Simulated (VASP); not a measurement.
# NbC (Niobocarbide) (Fm-3m) in VASP: further runs

The runs below take NbC (Niobocarbide) through relaxation of cell and atoms, with PBE.

All numbers are computed with VASP 6.6.1; they aren't measurements. Logs are shortened: lines on timing, memory, paths and dates and some standing lists are left out, and cuts for length are marked.

## 1. Starting point

It takes space group Fm-3m (No. 225, cubic). The conventional cell has a = 4.469 Å, b = 4.469 Å, c = 4.469 Å, α = 90.00°, β = 90.00°, γ = 90.00°. Nb (site symmetry m-3m) is surrounded by 6 C at 2.23 Å. C (site symmetry m-3m) has 6 Nb at 2.23 Å as nearest neighbours.

## 2. Relaxation of cell and atoms, PBE

Input file INCAR:

```
SYSTEM = NbC
PREC     = Accurate       ! precision mode
ENCUT    = 600            ! plane-wave cutoff, eV
EDIFF    = 1E-6           ! SCF threshold, eV
ISMEAR   = 1              ! smearing method
SIGMA    = 0.1            ! smearing width, eV
LREAL    = .False.        ! projectors in reciprocal space
LASPH    = .True.         ! aspherical terms in the spheres
NELM     = 80             ! most SCF steps
ALGO     = Normal         ! electronic algorithm
ISIF     = 3              ! what is computed and relaxed
LWAVE    = .False.        ! write WAVECAR
LCHARG   = .False.        ! write CHGCAR
GGA      = PE             ! functional
IBRION   = 2              ! ionic algorithm
NSW      = 90             ! ionic steps
EDIFFG   = -0.01          ! ionic threshold
KPAR     = 2
```

Input file KPOINTS:

```
regular mesh
0
Gamma
  14 14 14
  0 0 0
```

Input file POSCAR:

```
NbC
1.0
    0.0000000000      2.2345500000      2.2345500000
    2.2345500000      0.0000000000      2.2345500000
    2.2345500000      2.2345500000      0.0000000000
Nb C
1 1
Direct
    0.0000000000      0.0000000000      0.0000000000
    0.5000000000      0.5000000000      0.5000000000
```

Potentials or basis: VASP PAW PBE potentials, release 64 (Nb_sv, C).

Run with:

```bash
$ cat potpaw_PBE.64/Nb_sv/POTCAR potpaw_PBE.64/C/POTCAR > POTCAR
$ mpirun -np 2 vasp_std > vasp.out
```

OUTCAR:

```text
SYSTEM = NbC
   PREC = Accurate
   ENCUT = 600
   EDIFF = 1E-6
   ISMEAR = 1
   LREAL = .False.
   LASPH = .True.
   NELM = 80
   ISIF = 3
   GGA = PE
   IBRION = 2
   NSW = 90
   EDIFFG = -0.01

 ion  position               nearest neighbor table
   1  0.000  0.000  0.000-   2 2.23   2 2.23   2 2.23   2 2.23   2 2.23   2 2.23
   2  0.500  0.500  0.500-   1 2.23   1 2.23   1 2.23   1 2.23   1 2.23   1 2.23

  LATTYP: Found a face centered cubic cell.
 ALAT       =     4.4691000000

  Lattice vectors:

 A1 = (   0.0000000000,   2.2345500000,   2.2345500000)
 A2 = (   2.2345500000,   0.0000000000,   2.2345500000)
 A3 = (   2.2345500000,   2.2345500000,   0.0000000000)

Analysis of symmetry for initial positions (statically):
=====================================================================
 Subroutine PRICEL returns:
 Original cell was already a primitive cell.

 Routine SETGRP: Setting up the symmetry group for a
 face centered cubic supercell.

 Subroutine GETGRP returns: Found 48 space group operations
 (whereof 48 operations were pure point group operations)
 out of a pool of 48 trial point group operations.

The static configuration has the point symmetry O_h .

Analysis of symmetry for dynamics (positions and initial velocities):
=====================================================================
 Subroutine PRICEL returns:
 Original cell was already a primitive cell.

 Routine SETGRP: Setting up the symmetry group for a
 face centered cubic supercell.

 Subroutine GETGRP returns: Found 48 space group operations
 (whereof 48 operations were pure point group operations)
 out of a pool of 48 trial point group operations.

The dynamic configuration has the point symmetry O_h .

 Subroutine INISYM returns: Found 48 space group operations
 (whereof 48 operations are pure point group operations),
 and found     1 'primitive' translations

----------------------------------------------------------------------------------------

                                     Primitive cell

  volume of cell :      22.3152

  direct lattice vectors                    reciprocal lattice vectors
     0.000000000  2.234550000  2.234550000    -0.223758699  0.223758699  0.223758699
     2.234550000  0.000000000  2.234550000     0.223758699 -0.223758699  0.223758699
     2.234550000  2.234550000  0.000000000     0.223758699  0.223758699 -0.223758699

  length of vectors
     3.160130916  3.160130916  3.160130916     0.387561435  0.387561435  0.387561435

  position of ions in fractional coordinates (direct lattice)
     0.000000000  0.000000000  0.000000000
     0.500000000  0.500000000  0.500000000

  ion indices of the primitive-cell ions
   primitive index   ion index
                 1           1
                 2           2

----------------------------------------------------------------------------------------

 KPOINTS: regular mesh

Automatic generation of k-mesh.
 Grid dimensions read from file:
 generate k-points for:   14   14   14

 Generating k-lattice:

  Cartesian coordinates                     Fractional coordinates (reciprocal lattice)
    -0.015982764  0.015982764  0.015982764     0.071428571  0.000000000  0.000000000
     0.015982764 -0.015982764  0.015982764     0.000000000  0.071428571  0.000000000
     0.015982764  0.015982764 -0.015982764     0.000000000  0.000000000  0.071428571

  Length of vectors
     0.027682960  0.027682960  0.027682960

  Shift w.r.t. Gamma in fractional coordinates (k-lattice)
     0.000000000  0.000000000  0.000000000

 Subroutine IBZKPT returns following result:
 ===========================================

 Found    104 irreducible k-points:

 Following reciprocal coordinates:
            Coordinates               Weight
  0.000000  0.000000  0.000000      1.000000
  0.071429  0.000000  0.000000      8.000000
  0.142857  0.000000  0.000000      8.000000
  0.214286  0.000000  0.000000      8.000000
  0.285714  0.000000  0.000000      8.000000
  0.357143  0.000000  0.000000      8.000000
[... 16 lines left out ...]
  0.214286  0.142857  0.000000     24.000000
  0.285714  0.142857  0.000000     24.000000
 [... further k-points ...]
   k-points           NKPTS =    104   k-points in BZ     NKDIM =    104   number of bands    NBANDS=     12
   number of dos      NEDOS =    301   number of ions     NIONS =      2
   total plane-waves  NPLWV =  21952
   dimension x,y,z NGX =    28 NGY =   28 NGZ =   28
   dimension x,y,z NGXF=    56 NGYF=   56 NGZF=   56
   ions per type =               1   1
   NGX,Y,Z   is equivalent  to a cutoff of  14.73, 14.73, 14.73 a.u.
   NGXF,Y,Z  is equivalent  to a cutoff of  29.46, 29.46, 29.46 a.u.
 SYSTEM =  NbC
   PREC   = accura    normal or accurate (medium, high low for compatibility)
   ISTART =      0    job   : 0-new  1-cont  2-samecut
   ICHARG =      2    charge: 1-file 2-atom 10-const
   ISPIN  =      1    spin polarized calculation?
   LNONCOLLINEAR =      F non collinear calculations
   LSORBIT =      F    spin-orbit coupling
   LASPH  =      T    aspherical Exc in radial PAW
   ENCUT  =  600.0 eV  44.10 Ry    6.64 a.u.   6.31  6.31  6.31*2*pi/ulx,y,z
   NELM   =     80;   NELMIN=  2; NELMDL= -5     # of ELM steps
   EDIFF  = 0.1E-05   stopping-criterion for ELM
   LREAL  =      F    real-space projection
   EDIFFG = -.1E-01   stopping-criterion for IOM
   NSW    =     90    number of steps for IOM
   IBRION =      2    ionic relax: 0-MD 1-quasi-New 2-CG
   NFREE  =      1    steps in history (QN), initial steepest desc. (CG)
   ISIF   =      3    stress and relaxation
   ISYM   =      2    0-nonsym 1-usesym 2-fastsym
   POTIM  = 0.5000    time-step for ionic-motion
   TEBEG  =    0.0;   TEEND  =   0.0 temperature during run
   PSTRESS=    0.0 pullay stress
   NELECT =      17.0000    total number of electrons
   NUPDOWN=      -1.0000    fix difference up-down
   EMIN   =  10.00;   EMAX   =-10.00  energy-range for DOS
   EFERMI =   0.00;   METHOD = LEGACY
   ISMEAR =     1;   SIGMA  =   0.10  broadening in eV -4-tet -1-fermi 0-gaus
   EFERMI_NEDOS =   21; number of points for ismear=-14 and -15
   IALGO  =     38    algorithm
   IMIX   =      4    mixing-type and parameters
     AMIX     =   0.40;   BMIX     =  1.00
     AMIX_MAG =   1.60;   BMIX_MAG =  1.00
  volume/ion in A,a.u.               =      11.16        75.30
  Fermi-wavevector in a.u.,A,eV,Ry     =   1.495172  2.825465 30.416346  2.235538
  Thomas-Fermi vector in A             =   2.607351
   LORBIT       =      0    0 simple, 1 ext, 2 COOP (PROOUT), +10 PAW based schemes
   GGA     = PE    functional components
   LHFCALC =     F    Hartree Fock is set to
   AEXX    =    0.0000 exact exchange contribution
   IVDW    =     0    specifies the selected vdW correction
   LEPSILON=     F    determine dielectric tensor
   LRPA    =     F    only Hartree local field effects (RPA)
 conjugate gradient relaxation of ions
 non-spin polarized calculation
 Methfessel and Paxton  Order N= 1 SIGMA  =   0.10
  energy-cutoff  :      600.00
  volume of cell :       22.32
 maximum number of plane-waves:       758
 NGX is ok and might be reduce to    28
   NGX = 13   NGY = 13   NGZ = 13

--------------------------------------- Ionic step        1  -------------------------------------------

 number of electron      17.0000001 magnetization

 Free energy of the ion-electron system (eV)
  ---------------------------------------------------
  ext. energy  EPLUGINS =         0.00000000
  ---------------------------------------------------
  free energy    TOTEN  =       -20.54447660 eV

  energy without entropy =      -20.54361882  energy(sigma->0) =      -20.54419067

------------------------ aborting loop because EDIFF is reached ----------------------------------------

  FORCE on cell =-STRESS in cart. coord.  units (eV):
  Direction    XX          YY          ZZ          XY          YZ          ZX
  --------------------------------------------------------------------------------------
  -------------------------------------------------------------------------------------
  Total        0.3655054      0.3655054      0.3655054     -0.0000000     -0.0000000      0.0000000
  in kB       26.2424357     26.2424357     26.2424357     -0.0000000     -0.0000000      0.0000000
  external PRESSURE =      26.2424357 kB  Pullay stress =       0.0000000 kB
[... 57 lines left out ...]
  energy  without entropy=      -20.5388978074  energy(sigma->0) =      -20.53943898

--------------------------------------- Ionic step        3  -------------------------------------------

 number of electron      17.0000001 magnetization

 Free energy of the ion-electron system (eV)
  ---------------------------------------------------
  ext. energy  EPLUGINS =         0.00000000
  ---------------------------------------------------
  free energy    TOTEN  =       -20.54611631 eV

  energy without entropy =      -20.54527284  energy(sigma->0) =      -20.54583515

 E-fermi :  12.5382     XC(G=0): -13.0416

 val. band max:       12.4345642910   @ k =   0.1429   0.0714   0.0000
 cond. band min:      12.5483677021   @ k =  -0.2143   0.2143   0.0714
 fundamental gap:      0.1138034111
 Fermi energy:        12.5381731543

 k-point     1 :       0.0000    0.0000    0.0000
  band No.  band energies     occupation
      1     -43.3157      2.00000
      2     -19.0284      2.00000
      3     -19.0284      2.00000
      4     -19.0284      2.00000
      5      -0.9571      2.00000
      6      11.1640      2.00000
      7      11.1640      2.00000
      8      11.1640      2.00000
      9      12.2306      2.00012
     10      12.2306      2.00012
     11      12.2306      2.00012
     12      12.8041     -0.00110
[... 331 lines left out ...]
 k-point    24 :       0.2857    0.1429    0.0000
  band No.  band energies     occupation
      1     -43.2548      2.00000
      2     -19.4347      2.00000
      3     -19.1293      2.00000
      4     -19.1156      2.00000
      5       0.5228      2.00000
      6       7.2796      2.00000
      7       8.8395      2.00000
      8       9.4435      2.00000
      9      11.3488      2.00000
     10      13.5832     -0.00000
     11      14.6000      0.00000
     12      16.0855      0.00000

 [... further k-points ...]

------------------------ aborting loop because EDIFF is reached ----------------------------------------

  FORCE on cell =-STRESS in cart. coord.  units (eV):
  Direction    XX          YY          ZZ          XY          YZ          ZX
  --------------------------------------------------------------------------------------
  -------------------------------------------------------------------------------------
  Total        0.0011865      0.0011865      0.0011865      0.0000000     -0.0000000      0.0000000
  in kB        0.0844413      0.0844413      0.0844413      0.0000000     -0.0000000      0.0000000
  external PRESSURE =       0.0844413 kB  Pullay stress =       0.0000000 kB
[... 17 lines left out ...]
  FREE ENERGIE OF THE ION-ELECTRON SYSTEM (eV)
  ---------------------------------------------------
  free  energy   TOTEN  =       -20.5461163068 eV

  energy  without entropy=      -20.5452728435  energy(sigma->0) =      -20.54583515

 reached required accuracy - stopping structural energy minimisation
```

Run time: 46 s. Hardware: 2 MPI ranks of Intel Xeon Platinum 8375C at 2.90GHz (Ice Lake), shared host; peak memory 0.18 GiB.

Results:

| Quantity | Value |
| --- | --- |
| Free energy | -20.5461 eV |
| Relaxed volume | 11.26 Å³/atom |
| Relaxed cell | a = 3.169 Å, b = 3.169 Å, c = 3.169 Å, α = 60.00°, β = 60.00°, γ = 60.00° |
| Space group after relaxing (to 0.05 Å) | Fm-3m (No. 225) |
| Energy gained by relaxing | 0.8 meV/atom |
| Ionic steps | 3 |
| Pressure after relaxing | 0.0 GPa |
| Band gap on the k mesh | none (metal or under the smearing width) |

Step by step:
| step | energy change (eV) | largest force (eV/Å) | pressure (GPa) | volume (Å³) |
| --- | --- | --- | --- | --- |
| 1 | 0.0000 | 0.0000 | 2.62 | 22.32 |
| 2 | 0.0048 | 0.0000 | -5.08 | 22.91 |
| 3 | -0.0016 | 0.0000 | 0.01 | 22.51 |

Final structure:
```cif
data_structure
_symmetry_space_group_name_H-M 'P 1'
_symmetry_Int_Tables_number 1
_cell_length_a 3.1695
_cell_length_b 3.1695
_cell_length_c 3.1695
_cell_angle_alpha 60.000
_cell_angle_beta 60.000
_cell_angle_gamma 60.000
_cell_volume 22.51
loop_
_atom_site_label
_atom_site_type_symbol
_atom_site_fract_x
_atom_site_fract_y
_atom_site_fract_z
_atom_site_occupancy
Nb1 Nb 0.00000 0.00000 0.00000 1
C1 C 0.50000 0.50000 0.50000 1
```

Levels at points of the mesh, in eV from the Fermi level:
```tsv
k point	band 5	band 6	band 7	band 8	band 9	band 10	band 11	band 12
(0.00, 0.00, 0.00)	-13.50	-1.37	-1.37	-1.37	-0.31	-0.31	-0.31	0.27
(0.50, 0.00, 0.00)	-9.88	-7.59	-5.16	-5.16	2.03	2.03	3.44	5.68
(0.50, 0.50, 0.00)	-12.14	-4.21	-3.94	-1.40	-1.40	1.88	3.11	3.11
```

PBE usually gives volumes a little too large and moduli too small. Zero-point motion and thermal expansion aren't in these numbers.

## 3. Relaxation of cell and atoms, PBE

This run uses another cell than the first one, of 11.26 Å³/atom, 1.009 times its volume.

INCAR, as its differences from that of step 2:

```diff
@@ -3,3 +3,3 @@
 ENCUT    = 600            ! plane-wave cutoff, eV
-EDIFF    = 1E-6           ! SCF threshold, eV
+EDIFF    = 1E-7           ! SCF threshold, eV
 ISMEAR   = 1              ! smearing method
@@ -16,3 +16,3 @@
 NSW      = 90             ! ionic steps
-EDIFFG   = -0.01          ! ionic threshold
+EDIFFG   = -0.005         ! ionic threshold
 KPAR     = 2
```

KPOINTS is that of step 2.

Input file POSCAR:

```
NbC                                     
1.0
   -0.0000000000      2.2411451738      2.2411451738
    2.2411451738     -0.0000000000      2.2411451738
    2.2411451738      2.2411451738      0.0000000000
  Nb              C             
     1     1
Direct
     0.0000000000000000    0.0000000000000000    0.0000000000000000
     0.5000000000000000    0.5000000000000000    0.5000000000000000
```

Potentials or basis: VASP PAW PBE potentials, release 64 (Nb_sv, C).

Run with:

```bash
$ cat potpaw_PBE.64/Nb_sv/POTCAR potpaw_PBE.64/C/POTCAR > POTCAR
$ mpirun -np 2 vasp_std > vasp.out
```

Wall time 24 s (2 MPI ranks of Intel Xeon Platinum 8375C at 2.90GHz (Ice Lake), shared host); peak memory 0.17 GiB.

The run converged. Its results:

- Free energy: -20.5464 eV
- Pressure after relaxing: 0.0 GPa
- Band gap on the k mesh: none (metal or under the smearing width)

Final structure:
```
Nb C
1.0
     0.00000    2.24115    2.24115
     2.24115    0.00000    2.24115
     2.24115    2.24115    0.00000
Nb C
1 1
Direct
  0.00000 0.00000 0.00000
  0.50000 0.50000 0.50000
```

Levels at points of the mesh, in eV from the Fermi level:
```csv
k point,band 5,band 6,band 7,band 8,band 9,band 10,band 11,band 12
"(0.00, 0.00, 0.00)",-13.49,-1.37,-1.37,-1.37,-0.31,-0.31,-0.31,0.27
"(0.50, 0.00, 0.00)",-9.88,-7.59,-5.16,-5.16,2.03,2.03,3.44,5.68
"(0.50, 0.50, 0.00)",-12.14,-4.21,-3.94,-1.40,-1.40,1.88,3.11,3.11
```

Caveat: the relaxation stopped at its first step, so nothing moved.
